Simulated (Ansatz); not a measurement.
# Cu: the cost of one run

Computed with Ansatz 0.2.0 (DFT PBE, scalar-relativistic, unless a step's input says otherwise).

## (1) The system as given

Symmetry: Fm-3m, No. 225, cubic system. Conventional cell: a = 3.615 Å, b = 3.615 Å, c = 3.615 Å, α = 90.00°, β = 90.00°, γ = 90.00°. Around Cu (site symmetry m-3m) lie 12 Cu at 2.56 Å.

Structure file:

```xyz
1
Lattice="0.0000 1.8075 1.8075 1.8075 0.0000 1.8075 1.8075 1.8075 0.0000" Properties=species:S:1:pos:R:3 pbc="T T T"
Cu    0.0000    0.0000    0.0000
```

## (2) After the deformation

Space group Fm-3m before, R-3m after.

## (3) All-electron LAPW

Contents of input.yaml:

```yaml
crystal:
  lattice:
    - [-0.03615, 1.789425, 1.789425]
    - [1.789425, -0.03615, 1.789425]
    - [1.789425, 1.789425, -0.03615]
  atoms:
    - { symbol: Cu, position: [0.0, 0.0, 0.0] }
kpoints:
  mp_grid: { grid: [19, 19, 19] }
  band_path:
    path:
      - [0.0, 0.0, 0.0]
      - [0.5, 0.5, 0.5]
      - [0.2551801333, 0.5, 0.7448198667]
      - [-0.2551801333, 0.2551801333, 0.5]
      - [0.0, 0.0, 0.5]
      - [0.0, 0.0, 0.0]
      - [-0.3775900666, 0.0, 0.3775900666]
      - [0.0, 0.3775900666, 0.6224099334]
      - [0.0, 0.5, 0.5]
    npoints: 5
scf:
  occupations: { method: fermi_dirac, width: 0.08 }
hamiltonian:
  xc: pbe
  pseudopotentials: { kind: all_electron, lapw: { basis_error: 0.00025 } }
output:
  forces: true
  stress: true
  eigenvalues: true
```

Started as:

```sh
$ ansatz run input.yaml --threads 1 --pin off --max-ram 3072MiB --backend cpu --events-out ev --progress --plain --runs-dir out
```

What time and memory should one allow on 1 thread of Intel Xeon Platinum 8488C (Sapphire Rapids), shared host?

About 54 s, with a peak of 0.78 GiB.
